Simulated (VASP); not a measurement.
# Cu (P6_3/mmc) in VASP: further runs, part 2 of 2

VASP 6.6.1.

## Step 4: Single point, PBE

Contents of INCAR:

```
  PREC = Accurate
  ENCUT = 520
  EDIFF = 1E-6
  ISMEAR = 0
  SIGMA = 0.1
  LREAL = False
  LASPH = True
  NELM = 100
  ALGO = Fast
  ISIF = 2
  LWAVE = False
  LCHARG = False
  GGA = PE
  NBANDS = 18
```

Contents of KPOINTS:

```
Automatic mesh
0
Gamma
  18 18 10
```

Contents of POSCAR:

```
Cu
1.0
    2.5680103729      0.0000000000      0.0000000000
   -1.2840051864      2.2239622201      0.0000000000
    0.0000000000      0.0000000000      4.1935281575
Cu
2
Direct
    0.3333333333      0.6666666667      0.2500000000
    0.6666666667      0.3333333333      0.7500000000
```

Potentials or basis: VASP PAW PBE potentials, release 64 (Cu).

On the command line:

```bash
> cat potpaw_PBE.64/Cu/POTCAR > POTCAR
> mpirun -np 1 vasp_std > vasp.out
```

OUTCAR:

```text
PREC = Accurate
   ENCUT = 520
   EDIFF = 1E-6
   ISMEAR = 0
   LREAL = False
   LASPH = True
   NELM = 100
   ISIF = 2
   GGA = PE

 ion  position               nearest neighbor table
   1  0.333  0.667  0.250-   2 2.57   2 2.57   2 2.57   2 2.57   2 2.57   2 2.57
   2  0.667  0.333  0.750-   1 2.57   1 2.57   1 2.57   1 2.57   1 2.57   1 2.57

  LATTYP: Found a hexagonal cell.
 ALAT       =     2.5680103729
 C/A-ratio  =     1.6329872347

  Lattice vectors:

 A1 = (   2.5680103729,   0.0000000000,   0.0000000000)
 A2 = (  -1.2840051864,   2.2239622201,   0.0000000000)
 A3 = (   0.0000000000,   0.0000000000,   4.1935281575)

Analysis of symmetry for initial positions (statically):
=====================================================================
 Subroutine PRICEL returns:
 Original cell was already a primitive cell.

 Routine SETGRP: Setting up the symmetry group for a
 hexagonal supercell.

 Subroutine GETGRP returns: Found 24 space group operations
 (whereof 12 operations were pure point group operations)
 out of a pool of 24 trial point group operations.

The static configuration has the point symmetry D_3d.
 The point group associated with its full space group is D_6h.

Analysis of symmetry for dynamics (positions and initial velocities):
=====================================================================
 Subroutine PRICEL returns:
 Original cell was already a primitive cell.

 Routine SETGRP: Setting up the symmetry group for a
 hexagonal supercell.

 Subroutine GETGRP returns: Found 24 space group operations
 (whereof 12 operations were pure point group operations)
 out of a pool of 24 trial point group operations.

The dynamic configuration has the point symmetry D_3d.
 The point group associated with its full space group is D_6h.

 Subroutine INISYM returns: Found 24 space group operations
 (whereof 12 operations are pure point group operations),
 and found     1 'primitive' translations
[... 112 lines left out ...]
   IALGO  =     68    algorithm
   IMIX   =      4    mixing-type and parameters
     AMIX     =   0.40;   BMIX     =  1.00
     AMIX_MAG =   1.60;   BMIX_MAG =  1.00
  volume/ion in A,a.u.               =      11.97        80.81
  Fermi-wavevector in a.u.,A,eV,Ry     =   1.591407  3.007322 34.457773  2.532575
  Thomas-Fermi vector in A             =   2.689952
   LORBIT       =      0    0 simple, 1 ext, 2 COOP (PROOUT), +10 PAW based schemes
   GGA     = PE    functional components
   LHFCALC =     F    Hartree Fock is set to
   AEXX    =    0.0000 exact exchange contribution
   IVDW    =     0    specifies the selected vdW correction
   LEPSILON=     F    determine dielectric tensor
   LRPA    =     F    only Hartree local field effects (RPA)
 non-spin polarized calculation
 RMM-DIIS sequential band-by-band and
 Gauss-broadening in eV      SIGMA  =   0.10
  energy-cutoff  :      520.00
  volume of cell :       23.95
 maximum number of plane-waves:       668
 NGX is ok and might be reduce to    20
   NGX =  9   NGY =  9   NGZ = 15

 number of electron      22.0000008 magnetization

 Free energy of the ion-electron system (eV)
  ---------------------------------------------------
  ext. energy  EPLUGINS =         0.00000000
  ---------------------------------------------------
  free energy    TOTEN  =        -7.43734839 eV

  energy without entropy =       -7.43247747  energy(sigma->0) =       -7.43491293

 E-fermi :   7.3609     XC(G=0): -12.6452

 val. band max:        7.3410554445   @ k =   0.2222   0.2222   0.5000
 cond. band min:       7.3823615872   @ k =   0.3333   0.1667   0.3000
 fundamental gap:      0.0413061427
 Fermi energy:         7.3608700135

 k-point     1 :       0.0000    0.0000    0.0000
  band No.  band energies     occupation
      1      -1.8313      2.00000
      2       2.4144      2.00000
      3       4.4268      2.00000
      4       4.4892      2.00000
      5       4.4892      2.00000
      6       4.6916      2.00000
[... 481 lines left out ...]
      5       4.3588      2.00000
      6       4.5173      2.00000
[... 10 lines left out ...]
     17      19.3979      0.00000
     18      26.0571      0.00000

 [... further k-points ...]

------------------------ aborting loop because EDIFF is reached ----------------------------------------

  FORCE on cell =-STRESS in cart. coord.  units (eV):
  Direction    XX          YY          ZZ          XY          YZ          ZX
  --------------------------------------------------------------------------------------
  -------------------------------------------------------------------------------------
  Total        0.2015127      0.2015127      0.1959370      0.0000000      0.0000000      0.0000000
  in kB       13.4806001     13.4806001     13.1076018      0.0000000      0.0000000      0.0000000
  external PRESSURE =      13.3562673 kB  Pullay stress =       0.0000000 kB

 VOLUME and BASIS-vectors are now :
 -----------------------------------------------------------------------------
  energy-cutoff  :      520.00
  volume of cell :       23.95
      direct lattice vectors                 reciprocal lattice vectors
     2.568010373  0.000000000  0.000000000     0.389406527  0.224823963  0.000000000
    -1.284005186  2.223962220  0.000000000     0.000000000  0.449647926  0.000000000
     0.000000000  0.000000000  4.193528158     0.000000000  0.000000000  0.238462689

 POSITION                                       TOTAL-FORCE (eV/Angst)
 -----------------------------------------------------------------------------------
     -0.00000      1.48264      1.04838        -0.000000      0.000000      0.000000
      1.28401      0.74132      3.14515         0.000000      0.000000      0.000000
 -----------------------------------------------------------------------------------
    total drift:                               -0.000000      0.000000     -0.000000

  FREE ENERGIE OF THE ION-ELECTRON SYSTEM (eV)
  ---------------------------------------------------
  free  energy   TOTEN  =        -7.4373483916 eV

  energy  without entropy=       -7.4324774732  energy(sigma->0) =       -7.43491293
```

OSZICAR:

```text
N       E                     dE             d eps       ncg     rms          rms(c)
DAV:   1     0.122785065125E+03    0.12279E+03   -0.10601E+04  8586   0.219E+03
DAV:   2    -0.298705895695E+01   -0.12577E+03   -0.11958E+03  8016   0.287E+02
DAV:   3    -0.917146887036E+01   -0.61844E+01   -0.59504E+01  8950   0.865E+01
DAV:   4    -0.923740679196E+01   -0.65938E-01   -0.65893E-01  9512   0.951E+00
DAV:   5    -0.923824588547E+01   -0.83909E-03   -0.83906E-03  9902   0.930E-01    0.109E+01
RMM:   6    -0.815735880368E+01    0.10809E+01   -0.10955E+01  9336   0.585E+01    0.635E+00
RMM:   7    -0.745649060964E+01    0.70087E+00   -0.19890E+00  9232   0.261E+01    0.138E+00
RMM:   8    -0.743940606272E+01    0.17085E-01   -0.51487E-02  9616   0.216E+00    0.356E-01
RMM:   9    -0.743706942426E+01    0.23366E-02   -0.12567E-02  9769   0.209E+00    0.374E-02
RMM:  10    -0.743732306759E+01   -0.25364E-03   -0.22923E-03 10351   0.514E-01    0.290E-02
RMM:  11    -0.743735063927E+01   -0.27572E-04   -0.19984E-04 10190   0.165E-01    0.327E-02
RMM:  12    -0.743734535754E+01    0.52817E-05   -0.78122E-05 10326   0.129E-01    0.855E-03
RMM:  13    -0.743734780917E+01   -0.24516E-05   -0.21698E-05  9113   0.431E-02    0.614E-03
RMM:  14    -0.743734839156E+01   -0.58239E-06   -0.30552E-06  6562   0.245E-02
   1 F= -.74373484E+01 E0= -.74349129E+01  d E =-.487092E-02
```

stdout:

```text
POSCAR found type information on POSCAR Cu
 POSCAR found :  1 types and       2 ions
 scaLAPACK will be used
 LDA part: xc-table for (Slater+PW92), standard interpolation
 POSCAR, INCAR and KPOINTS ok, starting setup
 FFT: planning ... GRIDC
 FFT: planning ... GRID_SOFT
 FFT: planning ... GRID
 WAVECAR not read
 entering main loop
```

Run time: 38 s. Hardware: 1 thread of Intel Xeon 6975P-C (Granite Rapids), shared host; peak memory 0.19 GiB.

Results:

* Free energy: -7.4373 eV
* Pressure: 1.3 GPa
* Band gap on the k mesh: none (metal or under the smearing width)

## Step 5: Single point, PBE

Contents of INCAR:

```
SYSTEM = Cu
  ALGO = Fast
  EDIFF = 1E-6
  ENCUT = 520
  GGA = PE
  ISIF = 2
  ISMEAR = 0
  LASPH = .True.
  LCHARG = .False.
  LREAL = .False.
  LWAVE = .False.
  NBANDS = 18
  NELM = 100
  PREC = Accurate
  SIGMA = 0.1
```

Contents of KPOINTS:

```
k-points
0
Gamma
  18 18 10
  0 0 0
```

POSCAR is that of step 4.

On the command line:

```bash
> cat potpaw_PBE.64/Cu/POTCAR > POTCAR
> mpirun -np 1 vasp_std > vasp.out
```

Run time: 39 s. Hardware: 1 thread of Intel Xeon 6975P-C (Granite Rapids), shared host; peak memory 0.19 GiB.

Results (log left out):

| Quantity | Value |
| --- | --- |
| Free energy | -7.4373 eV |
| Pressure | 1.3 GPa |
| Band gap on the k mesh | none (metal or under the smearing width) |

Levels at points of the mesh, in eV from the Fermi level:
| k point | band 8 | band 9 | band 10 | band 11 | band 12 | band 13 | band 14 | band 15 |
| --- | --- | --- | --- | --- | --- | --- | --- | --- |
| (0.00, 0.00, 0.00) | -2.39 | -2.39 | -1.67 | -1.67 | -0.91 | 3.74 | 21.29 | 21.58 |
| (0.50, 0.00, 0.00) | -1.57 | -1.53 | -1.48 | 0.06 | 1.58 | 7.75 | 8.09 | 10.63 |
| (0.00, 0.00, 0.50) | -2.91 | -1.88 | -1.88 | -1.88 | -1.88 | 12.39 | 12.39 | 21.98 |
| (0.50, 0.00, 0.50) | -1.83 | -1.51 | -1.51 | 0.56 | 0.56 | 4.81 | 4.81 | 16.01 |
